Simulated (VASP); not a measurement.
# MgF2 (Sellaite) (P4_2/mnm) in VASP: a series of runs

One crystal, MgF2 (Sellaite), is run at these levels: PBE; tasks: single point.

All numbers are computed with VASP 6.6.1; they aren't measurements. Logs are shortened: lines on timing, memory, paths and dates and some standing lists are left out, and cuts for length are marked.

## 1. The crystal as given

The structure is tetragonal, space group P4_2/mnm (No. 136). The conventional cell has a = 4.622 Å, b = 4.622 Å, c = 3.046 Å, α = 90.00°, β = 90.00°, γ = 90.00°. Mg (site symmetry mmm) has 6 F at 1.98 to 1.99 Å as nearest neighbours. Around F (site symmetry m2m) lie 3 Mg at 1.98 to 1.99 Å.

## 2. Single point, PBE

Contents of INCAR:

```
SYSTEM = MgF2
PREC = Accurate ; ENCUT = 520
EDIFF = 1E-7 ; ISMEAR = 0
SIGMA = 0.01 ; LREAL = .FALSE.
LASPH = .TRUE. ; NELM = 100
ALGO = Normal ; ISIF = 2
LWAVE = .FALSE. ; LCHARG = .FALSE.
GGA = PE ; NBANDS = 25
```

Contents of KPOINTS:

```
regular mesh
0
G
  4 4 6
  0 0 0
```

Contents of POSCAR:

```
MgF2
1.0
    4.6220162603      0.0000000000      0.0000000000
    0.0000000000      4.6220162603      0.0000000000
    0.0000000000      0.0000000000      3.0461115452
Mg F
2 4
Direct
    0.0000000000      0.0000000000      0.0000000000
    0.5000000000      0.5000000000      0.5000000000
    0.3029506052      0.3029506052      0.0000000000
    0.1970493948      0.8029506052      0.5000000000
    0.6970493948      0.6970493948      0.0000000000
    0.8029506052      0.1970493948      0.5000000000
```

Potentials or basis: VASP PAW PBE potentials, release 64 (Mg, F).

Launch:

```sh
$ cat potpaw_PBE.64/Mg/POTCAR potpaw_PBE.64/F/POTCAR > POTCAR
$ mpirun -np 1 vasp_std > vasp.out
```

OUTCAR:

```text
SYSTEM = MgF2
   PREC = Accurate
   ENCUT = 520
   EDIFF = 1E-7
   ISMEAR = 0
   LREAL = .FALSE.
   LASPH = .TRUE.
   NELM = 100
   ISIF = 2
   GGA = PE

 ion  position               nearest neighbor table
   1  0.000  0.000  0.000-   3 1.98   5 1.98   4 1.99   6 1.99   4 1.99   6 1.99   2 3.61   2 3.61
                             2 3.61   2 3.61   2 3.61   2 3.61   2 3.61   2 3.61
   2  0.500  0.500  0.500-   4 1.98   6 1.98   5 1.99   3 1.99   3 1.99   5 1.99   1 3.61   1 3.61
                             1 3.61   1 3.61   1 3.61   1 3.61   1 3.61   1 3.61
   3  0.303  0.303  0.000-   1 1.98   2 1.99   2 1.99
   4  0.197  0.803  0.500-   2 1.98   1 1.99   1 1.99
   5  0.697  0.697  0.000-   1 1.98   2 1.99   2 1.99
   6  0.803  0.197  0.500-   2 1.98   1 1.99   1 1.99

  LATTYP: Found a simple tetragonal cell.
 ALAT       =     4.6220162603
 C/A-ratio  =     0.6590438834

  Lattice vectors:

 A1 = (   4.6220162603,   0.0000000000,   0.0000000000)
 A2 = (   0.0000000000,   4.6220162603,   0.0000000000)
 A3 = (   0.0000000000,   0.0000000000,   3.0461115452)

Analysis of symmetry for initial positions (statically):
=====================================================================
 Subroutine PRICEL returns:
 Original cell was already a primitive cell.

 Routine SETGRP: Setting up the symmetry group for a
 simple tetragonal supercell.

 Subroutine GETGRP returns: Found 16 space group operations
 (whereof  8 operations were pure point group operations)
 out of a pool of 16 trial point group operations.

The static configuration has the point symmetry D_2h.
 The point group associated with its full space group is D_4h.

Analysis of symmetry for dynamics (positions and initial velocities):
=====================================================================
 Subroutine PRICEL returns:
 Original cell was already a primitive cell.

 Routine SETGRP: Setting up the symmetry group for a
 simple tetragonal supercell.

 Subroutine GETGRP returns: Found 16 space group operations
 (whereof  8 operations were pure point group operations)
 out of a pool of 16 trial point group operations.

The dynamic configuration has the point symmetry D_2h.
 The point group associated with its full space group is D_4h.

 Subroutine INISYM returns: Found 16 space group operations
 (whereof  8 operations are pure point group operations),
 and found     1 'primitive' translations

----------------------------------------------------------------------------------------

                                     Primitive cell

  volume of cell :      65.0742

  direct lattice vectors                    reciprocal lattice vectors
     4.622016260  0.000000000  0.000000000     0.216355794  0.000000000  0.000000000
     0.000000000  4.622016260  0.000000000     0.000000000  0.216355794  0.000000000
     0.000000000  0.000000000  3.046111545     0.000000000  0.000000000  0.328287387

  length of vectors
     4.622016260  4.622016260  3.046111545     0.216355794  0.216355794  0.328287387

  position of ions in fractional coordinates (direct lattice)
     0.000000000  0.000000000  0.000000000
     0.500000000  0.500000000  0.500000000
     0.302950605  0.302950605  0.000000000
     0.197049395  0.802950605  0.500000000
     0.697049395  0.697049395  0.000000000
     0.802950605  0.197049395  0.500000000

  ion indices of the primitive-cell ions
   primitive index   ion index
                 1           1
                 2           2
                 3           3
                 4           4
                 5           5
                 6           6

----------------------------------------------------------------------------------------

 KPOINTS: regular mesh

Automatic generation of k-mesh.
 Grid dimensions read from file:
 generate k-points for:    4    4    6

 Generating k-lattice:

  Cartesian coordinates                     Fractional coordinates (reciprocal lattice)
     0.054088949  0.000000000  0.000000000     0.250000000  0.000000000  0.000000000
     0.000000000  0.054088949  0.000000000     0.000000000  0.250000000  0.000000000
     0.000000000  0.000000000  0.054714565     0.000000000  0.000000000  0.166666667

  Length of vectors
     0.054088949  0.054088949  0.054714565

  Shift w.r.t. Gamma in fractional coordinates (k-lattice)
     0.000000000  0.000000000  0.000000000

 Subroutine IBZKPT returns following result:
 ===========================================

 Found     24 irreducible k-points:

 Following reciprocal coordinates:
            Coordinates               Weight
  0.000000  0.000000  0.000000      1.000000
  0.250000  0.000000  0.000000      4.000000
  0.500000  0.000000  0.000000      2.000000
  0.250000  0.250000  0.000000      4.000000
  0.500000  0.250000  0.000000      4.000000
  0.500000  0.500000  0.000000      1.000000
[... 16 lines left out ...]
  0.500000  0.250000  0.500000      4.000000
  0.500000  0.500000  0.500000      1.000000
   k-points           NKPTS =     24   k-points in BZ     NKDIM =     24   number of bands    NBANDS=     25
   number of dos      NEDOS =    301   number of ions     NIONS =      6
   total plane-waves  NPLWV =  31104
   dimension x,y,z NGX =    36 NGY =   36 NGZ =   24
   dimension x,y,z NGXF=    72 NGYF=   72 NGZF=   48
   ions per type =               2   4
   NGX,Y,Z   is equivalent  to a cutoff of  12.95, 12.95, 13.10 a.u.
   NGXF,Y,Z  is equivalent  to a cutoff of  25.90, 25.90, 26.20 a.u.
 SYSTEM =  MgF2
   PREC   = accura    normal or accurate (medium, high low for compatibility)
   ISTART =      0    job   : 0-new  1-cont  2-samecut
   ICHARG =      2    charge: 1-file 2-atom 10-const
   ISPIN  =      1    spin polarized calculation?
   LNONCOLLINEAR =      F non collinear calculations
   LSORBIT =      F    spin-orbit coupling
   LASPH  =      T    aspherical Exc in radial PAW
   ENCUT  =  520.0 eV  38.22 Ry    6.18 a.u.   8.59  8.59  5.66*2*pi/ulx,y,z
   NELM   =    100;   NELMIN=  2; NELMDL= -5     # of ELM steps
   EDIFF  = 0.1E-06   stopping-criterion for ELM
   LREAL  =      F    real-space projection
   EDIFFG = 0.1E-05   stopping-criterion for IOM
   NSW    =      0    number of steps for IOM
   IBRION =     -1    ionic relax: 0-MD 1-quasi-New 2-CG
   NFREE  =      0    steps in history (QN), initial steepest desc. (CG)
   ISIF   =      2    stress and relaxation
   ISYM   =      2    0-nonsym 1-usesym 2-fastsym
   POTIM  = 0.5000    time-step for ionic-motion
   TEBEG  =    0.0;   TEEND  =   0.0 temperature during run
   PSTRESS=    0.0 pullay stress
   NELECT =      32.0000    total number of electrons
   NUPDOWN=      -1.0000    fix difference up-down
   EMIN   =  10.00;   EMAX   =-10.00  energy-range for DOS
   EFERMI =   0.00;   METHOD = LEGACY
   ISMEAR =     0;   SIGMA  =   0.01  broadening in eV -4-tet -1-fermi 0-gaus
   EFERMI_NEDOS =   21; number of points for ismear=-14 and -15
   IALGO  =     38    algorithm
   IMIX   =      4    mixing-type and parameters
     AMIX     =   0.40;   BMIX     =  1.00
     AMIX_MAG =   1.60;   BMIX_MAG =  1.00
  volume/ion in A,a.u.               =      10.85        73.19
  Fermi-wavevector in a.u.,A,eV,Ry     =   1.292177  2.441860 22.717929  1.669721
  Thomas-Fermi vector in A             =   2.423901
   LORBIT       =      0    0 simple, 1 ext, 2 COOP (PROOUT), +10 PAW based schemes
   GGA     = PE    functional components
   LHFCALC =     F    Hartree Fock is set to
   AEXX    =    0.0000 exact exchange contribution
   IVDW    =     0    specifies the selected vdW correction
   LEPSILON=     F    determine dielectric tensor
   LRPA    =     F    only Hartree local field effects (RPA)
 non-spin polarized calculation
 Gauss-broadening in eV      SIGMA  =   0.01
  energy-cutoff  :      520.00
  volume of cell :       65.07
 maximum number of plane-waves:      1772
 NGX is ok and might be reduce to    36
   NGX = 17   NGY = 17   NGZ = 11

 number of electron      32.0000031 magnetization

 Free energy of the ion-electron system (eV)
  ---------------------------------------------------
  ext. energy  EPLUGINS =         0.00000000
  ---------------------------------------------------
  free energy    TOTEN  =       -31.50534821 eV

  energy without entropy =      -31.50534821  energy(sigma->0) =      -31.50534821

 E-fermi :  -1.0625     XC(G=0):  -9.7449

 val. band max:       -1.1903101039   @ k =   0.0000   0.0000   0.0000
 cond. band min:       5.9285114636   @ k =   0.0000   0.0000   0.0000
 fundamental gap:      7.1188215675
 Fermi energy:        -1.0625450114

 k-point     1 :       0.0000    0.0000    0.0000
  band No.  band energies     occupation
      1     -21.9500      2.00000
      2     -21.1426      2.00000
      3     -21.1426      2.00000
      4     -21.0491      2.00000
      5      -5.2787      2.00000
      6      -3.7012      2.00000
[... 17 lines left out ...]
     24      17.3552      0.00000
     25      17.3552      0.00000

 k-point     2 :       0.2500    0.0000    0.0000
  band No.  band energies     occupation
      1     -21.8512      2.00000
      2     -21.3098      2.00000
      3     -21.1155      2.00000
      4     -21.0205      2.00000
      5      -5.0555      2.00000
      6      -3.8691      2.00000
[... 17 lines left out ...]
     24      16.8674      0.00000
     25      17.4417      0.00000

 k-point     3 :       0.5000    0.0000    0.0000
  band No.  band energies     occupation
      1     -21.5988      2.00000
      2     -21.5988      2.00000
      3     -21.0560      2.00000
      4     -21.0560      2.00000
      5      -4.5279      2.00000
      6      -4.5279      2.00000
[... 17 lines left out ...]
     24      16.4306      0.00000
     25      17.2866      0.00000

 k-point     4 :       0.2500    0.2500    0.0000
  band No.  band energies     occupation
      1     -21.7634      2.00000
      2     -21.3375      2.00000
      3     -21.1699      2.00000
      4     -21.0380      2.00000
      5      -4.8645      2.00000
      6      -3.9977      2.00000
[... 17 lines left out ...]
     24      17.1876      0.00000
     25      17.2698      0.00000

 k-point     5 :       0.5000    0.2500    0.0000
  band No.  band energies     occupation
      1     -21.5442      2.00000
      2     -21.5442      2.00000
      3     -21.1154      2.00000
      4     -21.1154      2.00000
      5      -4.4305      2.00000
      6      -4.4305      2.00000
[... 17 lines left out ...]
     24      16.6169      0.00000
     25      17.3546      0.00000

 k-point     6 :       0.5000    0.5000    0.0000
  band No.  band energies     occupation
      1     -21.4680      2.00000
      2     -21.4680      2.00000
      3     -21.1967      2.00000
      4     -21.1967      2.00000
      5      -4.3069      2.00000
      6      -4.3069      2.00000
[... 17 lines left out ...]
     24      16.8496      0.00000
     25      16.9611      0.00000
[... 393 lines left out ...]
 k-point    21 :       0.5000    0.0000    0.5000
  band No.  band energies     occupation
      1     -21.2945      2.00000
      2     -21.2945      2.00000
      3     -21.1101      2.00000
      4     -21.1101      2.00000
      5      -4.3795      2.00000
      6      -4.3795      2.00000
[... 17 lines left out ...]
     24      15.1439      0.00000
     25      15.9956      0.00000

 k-point    22 :       0.2500    0.2500    0.5000
  band No.  band energies     occupation
      1     -21.3186      2.00000
      2     -21.2973      2.00000
      3     -21.1071      2.00000
      4     -21.0845      2.00000
      5      -4.7116      2.00000
      6      -4.4340      2.00000
[... 17 lines left out ...]
     24      15.3470      0.00000
     25      15.6790      0.00000

 k-point    23 :       0.5000    0.2500    0.5000
  band No.  band energies     occupation
      1     -21.2938      2.00000
      2     -21.2938      2.00000
      3     -21.1083      2.00000
      4     -21.1083      2.00000
      5      -4.7656      2.00000
      6      -4.7656      2.00000
[... 17 lines left out ...]
     24      14.4623      0.00000
     25      16.2866      0.00000

 k-point    24 :       0.5000    0.5000    0.5000
  band No.  band energies     occupation
      1     -21.2930      2.00000
      2     -21.2930      2.00000
      3     -21.1067      2.00000
      4     -21.1067      2.00000
      5      -4.9634      2.00000
      6      -4.9634      2.00000
[... 17 lines left out ...]
     24      13.9228      0.00000
     25      16.8877      0.00000

------------------------ aborting loop because EDIFF is reached ----------------------------------------

  FORCE on cell =-STRESS in cart. coord.  units (eV):
  Direction    XX          YY          ZZ          XY          YZ          ZX
  --------------------------------------------------------------------------------------
  -------------------------------------------------------------------------------------
  Total        1.5917896      1.5917896      1.7715031      0.0000000      0.0000000      0.0000000
  in kB       39.1911056     39.1911056     43.6157909      0.0000000      0.0000000      0.0000000
  external PRESSURE =      40.6660007 kB  Pullay stress =       0.0000000 kB

 VOLUME and BASIS-vectors are now :
 -----------------------------------------------------------------------------
  energy-cutoff  :      520.00
  volume of cell :       65.07
      direct lattice vectors                 reciprocal lattice vectors
     4.622016260  0.000000000  0.000000000     0.216355794  0.000000000  0.000000000
     0.000000000  4.622016260  0.000000000     0.000000000  0.216355794  0.000000000
     0.000000000  0.000000000  3.046111545     0.000000000  0.000000000  0.328287387

 POSITION                                       TOTAL-FORCE (eV/Angst)
 -----------------------------------------------------------------------------------
      0.00000      0.00000      0.00000         0.000000     -0.000000     -0.000000
      2.31101      2.31101      1.52306         0.000000     -0.000000     -0.000000
      1.40024      1.40024      0.00000        -0.018391     -0.018391      0.000000
      0.91077      3.71125      1.52306         0.018391     -0.018391      0.000000
      3.22177      3.22177      0.00000         0.018391      0.018391     -0.000000
      3.71125      0.91077      1.52306        -0.018391      0.018391     -0.000000
 -----------------------------------------------------------------------------------
    total drift:                                0.000000      0.000000      0.000000

  FREE ENERGIE OF THE ION-ELECTRON SYSTEM (eV)
  ---------------------------------------------------
  free  energy   TOTEN  =       -31.5053482052 eV

  energy  without entropy=      -31.5053482052  energy(sigma->0) =      -31.50534821
```

It took 28 s on 1 thread of Intel Xeon Platinum 8488C (Sapphire Rapids), shared host; peak memory 0.18 GiB.

Results:

```yaml
Free_energy: -31.5053 eV
Pressure: 4.1 GPa
Largest_force: 0.026 eV/Å
Band_gap_on_the_k_mesh: 7.12 eV, direct
```

Forces on the atoms (eV/Å):
```
Mg   0.000  0.000  0.000
Mg   0.000  0.000  0.000
F   -0.018 -0.018  0.000
F    0.018 -0.018  0.000
F    0.018  0.018  0.000
F   -0.018  0.018  0.000
```

Stress tensor (GPa, compression positive):
```
3.92 0.00 0.00
0.00 3.92 0.00
0.00 0.00 4.36
```

Expect the measured gap to be larger: semilocal functionals such as PBE lack the derivative discontinuity.

## 3. Single point, PBE

Contents of INCAR:

```
ALGO     = Fast           # electronic algorithm
EDIFF    = 1E-6           # SCF threshold, eV
ENCUT    = 520            # plane-wave cutoff, eV
GGA      = PE             # functional
ISIF     = 2              # what is computed and relaxed
ISMEAR   = 0              # smearing method
LASPH    = T              # aspherical terms in the spheres
LCHARG   = F              # write CHGCAR
LREAL    = F              # projectors in reciprocal space
LWAVE    = F              # write WAVECAR
NBANDS   = 25             # bands
NELM     = 100            # most SCF steps
PREC     = Accurate       # precision mode
SIGMA    = 0.01           # smearing width, eV
```

Contents of KPOINTS:

```
k-points
0
Gamma
  4 4 6
```

POSCAR is that of step 2.

Potentials or basis: VASP PAW PBE potentials, release 64 (Mg, F).

Launch:

```sh
$ cat potpaw_PBE.64/Mg/POTCAR potpaw_PBE.64/F/POTCAR > POTCAR
$ mpirun -np 1 vasp_std > vasp.out
```

It took 36 s on 1 thread of Intel Xeon Platinum 8488C (Sapphire Rapids), shared host; peak memory 0.18 GiB.

The run converged. Its results:

| Quantity | Value |
| --- | --- |
| Free energy | -31.5053 eV |
| Pressure | 4.1 GPa |
| Largest force | 0.026 eV/Å |
| Band gap on the k mesh | 7.12 eV, direct |

Forces on the atoms (eV/Å):
```
Mg   0.000  0.000  0.000
Mg   0.000  0.000  0.000
F   -0.018 -0.018  0.000
F    0.018 -0.018  0.000
F    0.018  0.018  0.000
F   -0.018  0.018  0.000
```

Stress tensor (GPa, compression positive):
```
3.98 0.00 0.00
0.00 3.98 0.00
0.00 0.00 4.42
```

Levels at points of the mesh, in eV from the valence-band top:
```csv
k point,band 14,band 15,band 16,band 17,band 18,band 19
"(0.00, 0.00, 0.00)",-0.32,-0.32,0.00,7.12,12.27,12.27
"(0.50, 0.00, 0.00)",-0.98,-0.38,-0.38,9.53,9.53,13.53
"(0.50, 0.50, 0.00)",-0.96,-0.78,-0.78,11.24,11.24,11.32
"(0.00, 0.00, 0.50)",-1.15,-0.86,-0.86,11.88,11.88,15.00
"(0.50, 0.00, 0.50)",-0.74,-0.67,-0.67,12.78,12.78,13.50
"(0.50, 0.50, 0.50)",-0.61,-0.48,-0.48,13.33,13.33,13.35
```
